## Band gaps from PBE and what their errors mean

The band gap is the energy between the highest filled and the lowest empty electron state of a crystal. Here it was taken from the orbital energies of a PBE calculation with spin-orbit coupling, at the points of a regular mesh of electron wave vectors. The last column, computed less measured, gives the error relative to the listed experiment.

Band gaps of nine crystals, computed with ABINIT 10.8.3 using Kohn-Sham DFT with PBE and spin-orbit coupling, in the given cells without relaxation. The computed gap is the difference between the band-edge orbital energies found on the k-mesh, with 0 standing for a metal. Occupations use Fermi-Dirac smearing of 0.05 eV.

| formula | space group | volume of the given cell (Å³/atom) | potentials or basis | wave cutoff (eV) | k-mesh | computed band gap (eV) | measured band gap (eV) | range of the values found (eV) | what was measured, and how | source | computed less measured (eV) |
| --- | --- | --- | --- | --- | --- | --- | --- | --- | --- | --- | --- |
| TePb | Fm-3m | 33.73 | JTH PAW PBE v2.0 | 327 | 5x5x5 | 0.475 | 0.2 | 0.19 to 0.32 | band gap at L from dI/dV; scanning tunneling spectroscopy; bulk crystal | arXiv:2304.02844 (2023) | 0.27 |
| GaSb | F-43m | 28.62 | PseudoDojo NC FR PBE v0.4 standard | 980 | 6x6x6 | 0 | 0.812 | 0.68 to 0.813 | direct gap at T -> 0 K, Eg(0) from Varshni fit to temperature-dependent PL (eq. 3); temperature-dependent photoluminescence; bulk crystal | arXiv:cond-mat/0204296 (2002) | -0.81 |
| InSe | R3m | 29.24 | JTH PAW PBE v2.0 sp | 272 | 6x6x6 | 0.439 | 1.25 | 1.25 to 1.34 | photoluminescence peak energy (near-band-edge optical emission); photoluminescence; bulk crystal | pmc:6051381 (2018) | -0.81 |
| GaAs | F-43m | 22.59 | JTH PAW PBE v2.0 | 354 | 6x6x6 | 0.398 | 1.42 | 1.412 to 1.52 | band-edge photoluminescence emission energy of the GaAs substrate; time-integrated photoluminescence; bulk crystal | arXiv:1409.8467 (2014) | -1.02 |
| InP | F-43m | 25.17 | PseudoDojo NC FR PBE v0.4 standard | 844 | 6x6x6 | 0.682 | 1.42 | one value | experimental band gap used for comparison with the calculated gap; not stated; bulk crystal | arXiv:cond-mat/0006134 (2000) | -0.74 |
| CdSe | F-43m | 28.94 | PseudoDojo NC FR PBE v0.4 standard | 1279 | 6x6x6 | 0.429 | 1.81 | one value | direct optical gap from Kubelka-Munk plot of [F(R)hv]^2 against photon energy; UV-vis diffuse reflectance; powder | pmc:3637069 (2013) | -1.38 |
| BAs | F-43m | 13.63 | JTH PAW PBE v2.0 | 272 | 8x8x8 | 1.128 | 1.835 | 1.82 to 4.12 | indirect optical gap from background-subtracted Tauc plot; UV-Vis transmission; bulk crystal | arXiv:2307.05371 (2023) | -0.71 |
| GaP | F-43m | 20.24 | PseudoDojo NC FR PBE v0.4 standard | 980 | 6x6x6 | 1.624 | 2.25 | 2.24 to 2.34 | optical gap from Tauc plot (fundamental, indirect); spectroscopic ellipsometry; film | arXiv:2002.02774 (2020) | -0.63 |
| GaN | F-43m | 11.44 | PseudoDojo NC FR PBE v0.4 standard | 980 | 8x8x8 | 1.755 | 3.23 | one value | absorption onset (direct gap at Gamma) of unexcited film, from imaginary part of dielectric function; spectroscopic ellipsometry; film | arXiv:2206.02223 (2022) | -1.48 |

Eight of the nine gaps are too small, and their average error, TePb included, is −0.81 eV. That average is a poor measure of PBE, because the column mixes different kinds of error. An entry measures the functional only if calculation and experiment refer to the same pair of states and if the computed number has kept its sign. Lead telluride and gallium antimonide each break one of these conditions, and both can be recognised from the numbers.

### A gap that is too large: TePb

Lead telluride, listed as TePb, is the only crystal with a positive error, +0.27 eV. The experiment measured the gap at L, a point on the surface of the Brillouin zone, where this material has both its band edges. The mesh has five divisions along each axis and includes the zone centre Γ, so it steps over L. Its nearest point is still 20 % of the distance from Γ to L away.

A mesh that misses a band edge can only make the gap of a semiconductor look larger. The highest filled state that it finds lies at or below the true valence top, and the lowest empty state lies at or above the true conduction bottom. The value for TePb is therefore an upper bound to the PBE gap, and its error can't be charged to the functional. When one crystal in a set of underestimated gaps comes out too large, the position of its band edges on the mesh is the first thing to check.

### A gap of zero: GaSb

Gallium antimonide shows the opposite problem. Its computed gap is zero, so its error is simply the measured gap with a minus sign. A reported gap can't fall below zero, however far the functional has moved the bands. The entry of −0.81 eV is thus only the part of the error that remains visible.

The hidden part can be recovered from the way electrons fill the states at Γ. In a normal semiconductor of this family, a fourfold level made mainly of anion p orbitals forms the valence top and is full. Above it lies a twofold, s-like conduction level, which is empty. In the calculation the twofold level is 97 % full, whereas the fourfold level is about half full, so the two have changed places. The level that is 97 % full can't be the other twofold level, which spin-orbit coupling splits off from the valence top. In GaSb that one lies roughly 0.7 to 0.8 eV below the fourfold level, a recalled value, so it is completely filled.

The calculation spread the occupations with a Fermi-Dirac function of width w = 0.05 eV. A state with occupation f then lies at w × ln[(1 − f)/f] relative to the Fermi level:

- twofold level: 0.05 × ln(0.03/0.97) = −0.174 eV
- fourfold level: 0.05 × ln(0.527/0.473) = +0.005 eV

The conduction level therefore lies 0.18 eV below the valence level, which amounts to a signed gap of −0.18 eV. Measured against experiment, the error is −0.99 eV, almost the same as the −1.02 eV of GaAs. The printed errors had suggested that PBE does better for GaSb than for GaAs. That apparent advantage came from the cut at zero.

### Why PBE gaps are too small

A measured gap compares the cost of removing an electron from the crystal with the energy gained by adding one. The computed gap is something simpler, the difference between two orbital energies in the potential of the neutral crystal. In the exact theory this potential rises by a constant as soon as an electron enters the conduction band. The rise, called the derivative discontinuity, is part of the true gap.

PBE builds its potential from the electron density and its gradient. One electron spread over a large crystal changes both by a vanishing amount, so the PBE potential doesn't jump. The conduction band stays too close to the valence band. A finer mesh or a larger basis can't repair this, because the jump is absent from the functional itself.

The missing jump needn't be equally large in every crystal. The simplest guess is still a shortfall of a fixed number of electronvolts, not a fixed percentage. GaSb and GaAs fit that idea: their measured gaps differ by about 0.6 eV, yet their errors are nearly equal. An additive shortfall also explains how a gap can turn negative. If the measured gap is smaller than the shortfall, the two bands cross.

### A constant shift and how far it holds

The simplest model subtracts one constant Δ from every measured gap:

computed gap ≈ measured gap − Δ

It was applied to the five crystals with the zinc-blende structure and both band edges at Γ: GaSb, GaAs, InP, CdSe and GaN. For GaSb the signed gap was used. A least-squares fit, which here is just the mean error, gives Δ = 1.12 ± 0.14 eV. The typical miss is 0.27 eV, and it grows to 0.34 eV when each crystal is predicted from the other four.

GaSb provides a test if it is left out of the average. The other four crystals then fix the shift, and the measured gap of GaSb does the rest:

- mean error of GaAs, InP, CdSe and GaN: (−1.02 − 0.74 − 1.38 − 1.48)/4 ≈ −1.15 eV
- predicted gap of GaSb: 0.81 − 1.15 = −0.34 eV

The model predicts crossed bands, as the calculation found, although it makes the crossing too deep by about 0.16 eV. It didn't need to know that GaSb had come out as a metal. A semiconductor of this family with a measured direct gap well below 1 eV is thus likely to look like a metal in PBE.

The alternative is to take the computed gap as a fixed fraction of the measured one. Fitted to the same five crystals, that fraction is 0.43, and the typical miss when each crystal is left out in turn rises to 0.51 eV. The more telling failure is one of principle, since a positive fraction of a positive gap can never be negative. The preference for a shift rests on GaSb, however. Without it, the two models fit the other four crystals about equally well, so the table doesn't establish a law.

### Why GaP and BAs seem to do better

Gallium phosphide and boron arsenide have errors of only −0.63 and −0.71 eV. Both are indirect semiconductors, in which the lowest conduction state has a different wave vector from the valence top. In the GaP calculation that state lies at X, another point on the zone surface. These two errors therefore describe different conduction states from those behind the shift of 1.12 eV.

The direct gaps from the same two calculations allow a fairer comparison. Set against rough recalled experimental values of 2.8 eV for GaP and 4.1 eV for BAs, they are too small by about 1.0 eV in both cases. This is close to the errors of GaSb and GaAs. Within one calculation the functional, the cell and the mesh are the same, so the smaller printed error comes from the choice of conduction state.

A jump in the potential would raise all conduction states by the same amount. The difference between direct and indirect errors thus points to a second fault: PBE also misplaces the conduction states relative to one another. In GaP the conduction state at Γ is largely s-like and has much of its weight near the nuclei, whereas the state at X has more p character and more weight between the atoms. An approximate potential has no reason to err equally for both. Even the exact potential, with its jump added, would guarantee only the energy of the lowest conduction state. The contrast between an s-like and a more p-like state can't be carried over to BAs, whose lowest conduction level at Γ is mainly p-like.

This limits the use of the shift. Adding 1.12 eV to the computed gap of GaP gives 2.74 eV, well above the measured 2.25 eV. A correction learned from direct gaps should be applied to direct gaps only.

### Where the error is largest

Cadmium selenide and gallium nitride have the largest errors, −1.38 and −1.48 eV. On average they miss by 0.5 eV more than GaSb, GaAs and InP. Here theory points to the valence band as well as the conduction band. The metal atoms carry a filled d shell, which PBE places too high because each compact d electron partly repels itself.

The fault can be seen in the orbital energies of GaP. There the gallium 3d levels lie 14.6 eV below the valence top, while experiment puts them at roughly 19 eV, a recalled value. In a tetrahedral crystal, d states of the metal mix with p states of its neighbours, and the two sets push each other apart. If the d states lie too high, they push the valence top up too strongly and narrow the gap from below.

The effect should be strong in CdSe, where the cadmium 4d shell is shallow, and in GaN, where short bonds bring gallium 3d and nitrogen p states into close contact. This part is argued from known chemistry, since the calculations don't separate the d contribution from the rest of the error. The d shell alone doesn't fix the size of the error either. InP also has a filled metal d shell among its computed electrons, yet its error of −0.74 eV is the smallest of the five direct gaps.

The experiments set a limit to such comparisons. The measured values were read out of the cited papers by a program, and a few in a hundred may be wrong or belong to imperfect samples. CdSe, GaN and InP, the three crystals that depart most from the common shift, each rest on a single measured value, so no second value could expose such a fault. For GaAs the values found range from 1.41 to 1.52 eV, as temperature and method vary. Differences of about 0.1 eV between errors therefore carry no weight. The difference of 0.5 eV between the two groups is well above that level, but a faulty measured value could still account for part of it, and so could the cells, which were taken as given and not relaxed. A direct gap at Γ changes with the volume of the cell.

### Using the numbers

Indium selenide has an error of −0.81 eV, which looks ordinary, but its calculation is the least secure. The spheres used to describe the atomic cores overlap, the indium 4d electrons are frozen into the core, and forces of up to 0.59 eV/Å remain on the atoms. How much each of these changes the gap is untested. The value shouldn't be used to judge how PBE treats layered crystals.

For the direct-gap zinc-blende crystals, adding about 1.1 eV to the signed PBE gap brings it to within roughly 0.3 eV of experiment in a typical case. That is enough to sort such crystals roughly into small and large gaps. It is too coarse for telling a semiconductor with a very narrow gap from a semimetal. For GaSb the signed gap should be used. It leads to 0.94 eV, fairly close to the measured 0.81 eV, whereas the printed zero would give 1.12 eV.
